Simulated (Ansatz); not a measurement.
## Pt(110) / 3 layers Al(110) / Pt(110): resistance against film thickness

How does the resistance across the layers grow with the film in Pt(110) / 3 layers Al(110) / Pt(110)?

Calculated with Ansatz 0.2.0; Ansatz plane-wave DFT, LDA, PAW files; ballistic transport by layer matching (Landauer), zero bias; PAW set soft_1.

### Step 1. Starting point

The cell holds 16 atoms: 13 Pt and 3 Al. Cell: a = 2.773 Å, b = 3.922 Å, c = 22.600 Å, α = 90.0°, β = 90.0°, γ = 90.0°. It derives from Pt and Al. Regions: lead, 13 atoms (13 Pt); films, 3 atoms (3 Al). The structure is stacked along c, and the current runs across the ab planes.

Coordinates:

```cif
data_structure
_symmetry_space_group_name_H-M 'P 1'
_symmetry_Int_Tables_number 1
_cell_length_a 2.7731
_cell_length_b 3.9218
_cell_length_c 22.5996
_cell_angle_alpha 90.000
_cell_angle_beta 90.000
_cell_angle_gamma 90.000
_cell_volume 245.79
loop_
_atom_site_label
_atom_site_type_symbol
_atom_site_fract_x
_atom_site_fract_y
_atom_site_fract_z
_atom_site_occupancy
Pt1 Pt 0.00000 0.00000 0.03068 1
Pt2 Pt 0.50000 0.50000 0.09203 1
Pt3 Pt 0.00000 0.00000 0.15338 1
Pt4 Pt 0.50000 0.50000 0.21474 1
Pt5 Pt 0.00000 0.00000 0.27609 1
Pt6 Pt 0.50000 0.50000 0.33744 1
Al7 Al 0.00000 0.00000 0.40186 1
Al8 Al 0.50000 0.50000 0.46932 1
Al9 Al 0.00000 0.00000 0.53679 1
Pt10 Pt 0.50000 0.50000 0.60120 1
Pt11 Pt 0.00000 0.00000 0.66256 1
Pt12 Pt 0.50000 0.50000 0.72391 1
Pt13 Pt 0.00000 0.00000 0.78526 1
Pt14 Pt 0.50000 0.50000 0.84662 1
Pt15 Pt 0.00000 0.00000 0.90797 1
Pt16 Pt 0.50000 0.50000 0.96932 1
```

### Step 2. With 3 layers

The film is laid into the lead at the lead's in-plane lattice, and the cell closes on the lead's own image. The mesh across the current, 26×18, is finer than the density's, because channels open and close sharply across the zone. Energies from -1 to 1 eV in steps of 0.036 eV cover the slope of the Fermi function at 300 K, so the program can form a conductance.

Input file input.yaml:

```yaml
crystal:
  lattice:
    - [2.7731313745, 0.0, 0.0]
    - [0.0, 3.9218, 0.0]
    - [0.0, 0.0, 22.5995758732]
  atoms:
    - { symbol: Pt, position: [0.0, 0.0, 0.0306768077] }
    - { symbol: Pt, position: [0.5, 0.5, 0.0920304232] }
    - { symbol: Pt, position: [0.0, 0.0, 0.1533840386] }
    - { symbol: Pt, position: [0.5, 0.5, 0.214737654] }
    - { symbol: Pt, position: [0.0, 0.0, 0.2760912695] }
    - { symbol: Pt, position: [0.5, 0.5, 0.3374448849] }
    - { symbol: Al, position: [0.0, 0.0, 0.4018555259] }
    - { symbol: Al, position: [0.5, 0.5, 0.4693231923] }
    - { symbol: Al, position: [0.0, 0.0, 0.5367908587] }
    - { symbol: Pt, position: [0.5, 0.5, 0.6012014996] }
    - { symbol: Pt, position: [0.0, 0.0, 0.6625551151] }
    - { symbol: Pt, position: [0.5, 0.5, 0.7239087305] }
    - { symbol: Pt, position: [0.0, 0.0, 0.785262346] }
    - { symbol: Pt, position: [0.5, 0.5, 0.8466159614] }
    - { symbol: Pt, position: [0.0, 0.0, 0.9079695768] }
    - { symbol: Pt, position: [0.5, 0.5, 0.9693231923] }
kpoints:
  mp_grid: { grid: [13, 10, 2] }
hamiltonian:
  xc: lda
  pseudopotentials: { kind: paw, azcp: { folder: soft_1 }, xc_functional: pbe }
scf:
  occupations: { method: fermi_dirac, width: 0.1 }
output:
  transmission: { leads: [[0, 1]], kmesh: [26, 18], e_range: [-1.0, 1.0], de: 0.036 }
  write_potential: true
  write_density: true
  volumetric_format: npy
  elf: true
```

Command:

```console
$ ansatz run input.yaml --threads 4 --pin off --max-ram 8192MiB --backend cpu --events-out ev --progress --plain --runs-dir out
```

Numbers of over 12 decimals in the logs are rounded to 6 here.

What it wrote:

```text
Engine: ansatz 0.2.0, x86_64-unknown-linux-gnu
Pseudopotentials: kind: paw
Pseudopotential: Pt, paw, valence charge 18, recommended cutoff 420 eV (normal), soft_1/Pt.paw.azcp
Pseudopotential: Al, paw, valence charge 3, recommended cutoff 420 eV (normal), soft_1/Al.paw.azcp
Functional definition: SPW92
  exchange = slater_x
  correlation = pw_c
Crystal: 16 atoms, lattice volume = 245.785 Å³
Basis set: ecut = 420 eV, 4831 PW (Γ)
Bands: 146, of which v1, the nominal top of the filled ones, is band 122 counted from 1 (121 counted from 0)
Symmetry: 8 space group operations
Space group: Pmmm (ITA 47), of the structure as read, at distance tolerance 6.3e-5 Å
k-points: 84 of 260
Non-local potential: Pt, projectors of the file, l = 0: 3, l = 1: 2, l = 2: 2, l = 3: 1
Non-local potential: Al, projectors of the file, l = 0: 2, l = 1: 2, l = 2: 1
PAW form: soft (Blöchl's): semilocal exchange-correlation on the pseudo side does not see the compensation charge
PAW frozen core: Pt, regenerated for the run's functional, and the local potential with it (the file was generated under x = pbe(κ = 0.804, μ = 0.219515), c = pbe(β = 0.066725))
PAW frozen core: Al, regenerated for the run's functional, and the local potential with it (the file was generated under x = pbe(κ = 0.804, μ = 0.219515), c = pbe(β = 0.066725))
PAW one-centre angular grid: Pt, 590 points (default); XC on 64 Gauss nodes
PAW one-centre angular grid: Al, 110 points (default); XC on 64 Gauss nodes
Initial density: superposition of atomic densities (chi_scale 0.1, normalization cell, long waves of neutral atoms (reshape's long-wave potential 6.45 eV rms, cloud 2.57 Å wide))
Initial wavefunctions: pseudopotential atomic-orbital guess
Functional: x = slater, c = lda
SCF iter   1: F=—  HF=-160753.676777 eV  |F-HF|=—  |Δ(HF+E_count)|=         —  Δρ=1.13e-1  dr2=2.41e2  ethr=3.10e-3  ⟨swp⟩=5.2  Hψ=40565  notcnv=0  defer=93
preconditioner: auto → Kerker (q_TF=auto, 2.723 Å⁻¹)  [metal: Δε(μ)=0.002 eV  Ē_g=7.198 eV  σ=0.100 eV  W_gap=0.01  n_scr=70 (ndim 8)  ℏωp=27.9 eV  f_vac=0.000  D(μ)=20.92/eV (n_scr^D=238)]
SCF iter   2: F=—  HF=-160745.393460 eV  |F-HF|=—  |Δ(HF+E_count)|=    8.28e0  Δρ=5.51e-2  dr2=7.52e1  ethr=3.10e-3  ⟨swp⟩=2.1  Hψ=20792  notcnv=0  defer=498
SCF iter   3: F=—  HF=-160742.586280 eV  |F-HF|=—  |Δ(HF+E_count)|=    2.81e0  Δρ=7.86e-3  dr2=3.83e0  ethr=3.10e-3  ⟨swp⟩=2.6  Hψ=19860  notcnv=0  defer=516
SCF iter   4: F=—  HF=-160742.472798 eV  |F-HF|=—  |Δ(HF+E_count)|=   1.13e-1  Δρ=2.49e-3  dr2=1.82e-1  ethr=1.58e-3  ⟨swp⟩=1.2  Hψ=13832  notcnv=0  defer=513
SCF iter   5: F=—  HF=-160742.466267 eV  |F-HF|=—  |Δ(HF+E_count)|=   6.53e-3  Δρ=8.07e-4  dr2=4.30e-2  ethr=7.47e-5  ⟨swp⟩=1.0  Hψ=11748  notcnv=0  defer=528
SCF iter   6: F=—  HF=-160742.465343 eV  |F-HF|=—  |Δ(HF+E_count)|=   9.24e-4  Δρ=2.44e-4  dr2=1.95e-3  ethr=1.77e-5  ⟨swp⟩=1.0  Hψ=11591  notcnv=0  defer=528
SCF iter   7: F=—  HF=-160742.465283 eV  |F-HF|=—  |Δ(HF+E_count)|=   6.04e-5  Δρ=8.13e-5  dr2=2.35e-4  ethr=8.01e-7  ⟨swp⟩=1.0  Hψ=11592  notcnv=0  defer=528
SCF iter   8: F=—  HF=-160742.465287 eV  |F-HF|=—  |Δ(HF+E_count)|=   4.48e-6  Δρ=1.87e-5  dr2=1.56e-5  ethr=9.68e-8  ⟨swp⟩=1.0  Hψ=11591  notcnv=0  defer=528
SCF iter   9: F=—  HF=-160742.465371 eV  |F-HF|=—  |Δ(HF+E_count)|=   8.39e-5  Δρ=6.80e-6  dr2=2.70e-6  ethr=6.40e-9  ⟨swp⟩=1.0  Hψ=11736  notcnv=0  defer=533
SCF iter  10: F=-160742.465371 eV  HF=-160742.465371 eV  |F-HF|=3.87e-8  |Δ(HF+E_count)|=   2.42e-8  Δρ=1.63e-6  dr2=4.11e-8  ethr=4.12e-11  ⟨swp⟩=8.2  Hψ=37376  notcnv=0
SCF 1 converged in 10 iterations: F = -160742.465371 eV  dr2 = 4.11e-8
  greatest PAW one-centre occupation: 1.000 electrons in one spin orbital (limit 2), on the Pt atom at site 13 (counted from 0), in its partial waves of l = 0
transmission: 644 of 6440 steps passed
transmission: 1288 of 6440 steps passed
[...]
transmission: 6440 of 6440 steps passed
SCF converged after 10 iterations
Free energy (F): -160742.465371 eV
Harris-Foulkes:  -160742.465371 eV  (|F-HF|=3.87e-8)
Internal energy: -160741.809954 eV  (E = F + TS)
E sigma→0 (E₀):  -160742.137663 eV
Entropy (-TS):   -0.655417 eV (-40.964 meV/atom)
Fermi energy:    19.915771 eV
--- Per-component energies (eV) ---
  E_band       = -2350.904843
  E_kinetic    = 7832.902638
  E_local      = -70116.098655  (includes V_loc(G=0)·N_el)
  E_nonlocal   = 2773.168403
  E_hartree    = 32497.893619
  E_xc         = -3117.855288
  E_vxc        = -3616.089000  (∫ρ·V_xc dr)
  E_paw        = -121023.972185  (= ΣΔE_a)
  E_vpaw       = -4220.602362  (= ΣTr[D̂ρ^β])
  E_aug_tail   = 0.014297  (compensation charges beyond the density's cutoff)
  E_ewald      = -9594.060739
  E_core_change = 6.197955  (= ΣΔE_core)
  E_smearing   = -0.655417  (= −TS)
  E_closure    = 0.000000  (closes the sum)
  Σ components = -160742.465371   (vs F -160742.465371, Δ=0.00e0)
--- Band table (eV; the first three rows and the last of 84) ---
  k-point 0: bands = [... 118 lower, 19.4630, 19.5259, 19.5628, 19.8091, 19.9248, 20.0320, 20.1916, 20.3530, ... 20 higher]
  k-point 1: bands = [... 118 lower, 19.4523, 19.5628, 19.6429, 19.8088, 19.9249, 20.0807, 20.1916, 20.2178, ... 20 higher]
  k-point 2: bands = [... 118 lower, 19.2054, 19.4187, 19.6319, 19.7824, 19.9887, 20.0861, 20.1681, 20.2219, ... 20 higher]
  k-point 83: bands = [... 118 lower, 19.9391, 19.9602, 20.1483, 20.1641, 20.1781, 21.0821, 21.0961, 21.1305, ... 20 higher]
--- Transmission ---
  basis      : 93 plane waves across, 46 finite elements along
  points     : 140, standing for a mesh of 26 x 18
  filling    : by the input's occupations and mesh, since the crystals that have channels conduct as metals do. If one of these is a semiconductor, that mesh has misplaced its level
  energies   : 56 from -1.000000 to 0.980000 eV about the Fermi level, 0.036000 eV apart; the leads are filled to 0.000000 eV, and channels, transmission and decay are at 0.008000 eV
  crystal 0  : Pt2, at the sites [0, 1], period 2.7731 Å, over 18.03 Å; its Hamiltonian steps by up to 6.9 meV
    offset         : up to 0.0000 Å between an atom of the period and one for which it stands
    filled         : 2.4 meV over the level at which it is neutral
    channels       : 3.038462e0 a spin
    conductance    : 2.1453e15 S/m² at 300 K; may be off by some 0.0 % by where its bands' edges are placed, 4.0 % from the k-mesh, 0.3 % from the distance to neutral
    slowest decay  : 0.0257 /Å at (0.3462, 0.5000)
  junction   : crystal 0 to crystal 0, -0.00 to 19.83 Å
    transmission   : 9.529187e-1 a spin
    conductance    : 6.8553e14 S/m² at 300 K (6.9156e14 on every other point, 6.8163e14 on every other energy)
    error estimate : 0.6 % from the energy spacing and 1.2 % from band edges of the leads and from resonances (wavevectors taken as independent; lower de), 5.3 % from the k-mesh, 6.1 % from the steps of its leads' Hamiltonians or their offsets (lay more layers), 0.0 % from the distance to neutral
    resistance     : 9.9282e-4 Ω µm² beyond half of each lead's own
```

Elapsed: 18 min, on 4 threads of Intel Xeon Platinum 8259CL at 2.50GHz (Skylake/Cascade Lake), shared host; peak memory 2.3 GiB; 64 min of CPU time.

Reading the cycles: dr2 is the Hartree energy of the density residual (eV), the measure of convergence; HF is the Harris–Foulkes estimate of the energy, which meets the free energy F at convergence.

This step gave:

```
free energy                                                                : -160742.4654 eV
energy at zero smearing                                                    : -160742.1377 eV
Fermi energy                                                               : 19.92 eV
cell area                                                                  : 10.88 Å²
step of the lead's potential                                               : 6.9 meV
ballistic conductance of the lead                                          : 2.15e15 S/m²
estimated errors of the lead's conductance                                 : 0, 4, 0.3 % (band edges, k-mesh, distance from neutral)
lead conductance per cell                                                  : 3.011 G₀
conductance of the junction                                                : 6.86e14 S/m²
junction conductance per cell                                              : 0.9622 G₀
estimated errors of the junction's conductance                             : 0.6, 1.2, 5.3, 6.1, 0 % (energy step, band edges, k-mesh, leads' steps, distance from neutral)
area resistance that the stack adds (contact term taken off, spin by spin) : 0.9928 fΩ m²
```

Per spin. The transmission, zone mean by energy, zero at the Fermi level:

```csv
energy (eV),"transmission, zone mean"
-1.000,0.921
-0.964,0.936
-0.892,0.928
-0.820,0.925
-0.712,0.899
-0.640,0.898
-0.532,0.907
-0.424,0.945
-0.352,0.962
-0.244,1.000
-0.172,1.02
-0.136,0.987
-0.064,0.980
0.008,0.953
0.044,0.967
0.116,0.922
0.224,0.922
0.332,0.916
0.368,0.940
0.404,0.914
0.512,0.854
0.620,0.860
0.692,0.885
0.800,0.914
0.836,0.915
0.872,0.909
0.980,0.942
```

Per spin. Open channels, zone mean, lead against energy, zero at the Fermi level:

```csv
energy (eV),"open channels, zone mean, lead"
-1.000,2.71
-0.964,2.76
-0.892,2.75
-0.856,2.77
-0.784,2.74
-0.748,2.74
-0.676,2.77
-0.640,2.89
-0.568,2.91
-0.532,2.94
-0.460,2.97
-0.424,3.07
-0.352,3.13
-0.316,3.09
-0.244,3.32
-0.208,3.41
-0.136,3.32
-0.100,3.34
-0.028,3.10
0.008,3.04
0.080,2.57
0.116,2.29
0.188,2.05
0.224,1.92
0.296,1.74
0.332,1.64
0.404,1.63
0.440,1.39
0.512,1.15
0.548,1.18
0.620,1.19
0.656,1.18
0.728,1.19
0.764,1.21
0.836,1.23
0.872,1.23
0.944,1.25
0.980,1.25
```

Transmission over k1 and k2. At 0.0080 eV from the Fermi level.

Ten even steps from '_' (0.00) to '@' (1.89):
```
++====++..--==++@@@@@@@@%%##%%@@@@@@@@++==--..++====
==::==++..--++++==@@@@@@**%%**@@@@@@==++++--..++==::
--::__++==..==++**++++##%%%%%%##++++**++==..==++__::
......++==..--++++**++++######++++**++++--..==++....
__::**++==..--==++++++++++**++++++++++==--..==++**::
..__==@@****====++======--==--======++====****@@==__
====__++####========----======----========####++__==
==----==----::%%========**==**========%%::----==----
++++++--::..__----==**++######++**==----__..::--++++
==----==----::%%========**==**========%%::----==----
====__++####========----======----========####++__==
..__==@@****====++======--==--======++====****@@==__
__::**++==..--==++++++++++**++++++++++==--..==++**::
......++==..--++++**++++######++++**++++--..==++....
--::__++==..==++**++++##%%%%%%##++++**++==..==++__::
==::==++..--++++==@@@@@@**%%**@@@@@@==++++--..++==::
++====++..--==++@@@@@@@@%%##%%@@@@@@@@++==--..++====
**++::____++%%@@@@@@@@@@@@%%@@@@@@@@@@@@%%++____::++
```
Columns: k1 (b1) from -0.5 to 0.462; rows upwards: k2 (b2) from -0.5 to 0.444.

Open channels over k1 and k2. At 0.0080 eV from the Fermi level.

Values, 12 rows by 16 columns, each cell a mean:
```
4.56 3.85 2.92 1.38 1.82 2.49 3.79 4.00 4.00 4.00 3.28 2.26 1.54 1.64 3.69 3.59
5.74 3.49 3.64 2.92 3.36 3.82 3.28 3.49 4.00 3.08 3.69 3.59 3.28 2.97 3.59 4.31
2.00 2.56 3.36 3.97 4.00 3.69 2.21 3.03 3.87 2.38 2.72 3.95 4.00 3.85 3.03 2.26
2.00 3.49 3.31 3.51 3.90 2.36 2.15 2.46 2.95 2.49 2.00 3.03 3.95 3.18 3.64 2.77
2.67 2.46 3.46 3.00 2.51 2.00 2.00 2.21 2.95 2.08 2.00 2.10 2.79 3.00 3.38 2.41
4.82 3.59 3.46 3.00 2.92 2.00 2.00 2.62 3.62 2.23 2.00 2.31 3.00 3.00 3.69 3.74
3.33 2.62 3.46 3.00 2.72 2.00 2.00 2.41 3.28 2.15 2.00 2.21 2.90 3.00 3.38 2.82
2.00 3.13 3.46 3.21 3.33 2.00 2.00 2.00 2.62 2.00 2.00 2.41 3.51 3.00 3.69 2.51
2.00 2.97 3.18 3.95 4.00 3.38 2.33 3.21 3.74 2.92 2.36 3.90 4.00 3.69 3.13 2.51
4.67 2.87 3.85 3.59 4.00 4.00 2.64 3.10 4.00 2.36 3.38 4.00 3.95 3.64 3.33 3.64
4.90 3.92 2.92 1.69 1.95 2.97 3.90 4.00 4.00 4.00 3.64 2.51 1.77 1.82 3.69 3.79
4.08 3.72 1.59 1.59 1.90 2.00 2.87 4.00 4.00 3.79 2.31 2.00 1.77 1.21 2.67 3.79
```
Columns: k1 (b1) from -0.5 to 0.462; rows upwards: k2 (b2) from -0.5 to 0.444.

Valence density in the ca plane at fractional y = 0.000, with atoms of Pt and Al within 0.2 Å of it. It is the smooth field of the valence electrons, not physical close to the nuclei.

Values in units of 1e0 e/Å³, 5 rows by 16 columns, each cell a mean:
```
7.1 1.7 1.9 7.0 0.8 3.5 5.7 0.3 0.1 0.1 0.2 0.1 0.1 0.3 5.6 3.7
1.3 0.4 0.4 1.3 0.3 0.7 1.1 0.2 0.2 0.2 0.1 0.2 0.2 0.2 1.1 0.7
0.4 0.2 0.2 0.4 0.2 0.3 0.4 0.2 0.2 0.2 0.1 0.2 0.2 0.1 0.4 0.3
2.8 0.7 0.8 2.8 0.4 1.4 2.3 0.2 0.2 0.2 0.1 0.2 0.2 0.2 2.2 1.5
9.0 2.2 2.5 8.8 1.0 4.6 7.3 0.4 0.1 0.1 0.2 0.1 0.1 0.4 7.2 4.7
```
Columns run along c (16.0 Å, from fractional 0.02 to 0.72 of the cell), rows up along a (2.8 Å). Atoms in or near the plane, at fractional coordinates: Pt at (0.03, 0.00), Pt at (0.15, 0.00), Pt at (0.28, 0.00), Al at (0.40, 0.00), Al at (0.54, 0.00), Pt at (0.66, 0.00).

Electrostatic potential energy in the ca plane at fractional y = 0.000, with atoms of Pt and Al within 0.2 Å of it. With pseudopotentials it is smooth inside the atoms' cores, unlike the true potential.

Ten even steps from '0' (-53 eV) to '9' (23 eV), each cell a mean:
```
10038983001699620027997898789987997899610027
42369996324899852358998777799987777899852358
87799998778999987789999888999998888999987789
99999999999999999999999999999999999999999999
98899999889999998899999988999999889999998899
54579997546899864479998777899998778999964479
20158984102699730138997788789987887899720138
00038972000589610027997899789987998799610027
```
Columns run along c (16.0 Å, from fractional 0.02 to 0.72 of the cell; values clipped at the 3rd and 97th percentile), rows up along a (2.8 Å). Atoms in or near the plane, at fractional coordinates: Pt at (0.03, 0.00), Pt at (0.15, 0.00), Pt at (0.28, 0.00), Al at (0.40, 0.00), Al at (0.54, 0.00), Pt at (0.66, 0.00).

ELF in the ca plane at fractional y = 0.000, with atoms of Pt and Al within 0.2 Å of it. It is the smooth field of the valence electrons, not physical close to the nuclei.

Ten even steps from '0' (0.05) to '9' (0.61), each cell a mean:
```
99984358999633699986464000498883001554699995
88863336888533478874345324776686324543578874
45532124554322345543225789864468986422345542
34321113343211234332124799753358996311234332
34432123443211234432124799853468996422234432
67753235776422367754335556875577655533467753
99974348999633589985455101587884002554699985
99984458999733699996564051399982230565799995
```
Columns run along c (16.0 Å, from fractional 0.02 to 0.72 of the cell), rows up along a (2.8 Å). Atoms in or near the plane, at fractional coordinates: Pt at (0.03, 0.00), Pt at (0.15, 0.00), Pt at (0.28, 0.00), Al at (0.40, 0.00), Al at (0.54, 0.00), Pt at (0.66, 0.00).

The lead's potential steps by 6.9 meV from period to period, small in itself. The program estimates the junction's conductance to 5.3 % from the k-mesh, 0 % from the leads' distance from neutral and 6.1 % from their steps.

By hand: 1/G − 1/G_lead = 1/0.6855 − 1/2.145 = 0.993 fΩ m² with G in 10¹⁵ S/m².

(Continued in part 2 of 3.)

[Logs are printed without paths, hosts, clocks, repeated set-up lines and the standing remarks that a program may print on its own settings, such as how far it seeks lower states.]

[Hosts, paths, dates, database ids (printed as entryN), source tags and the programs' standing remarks are cut or masked in the printed files.]
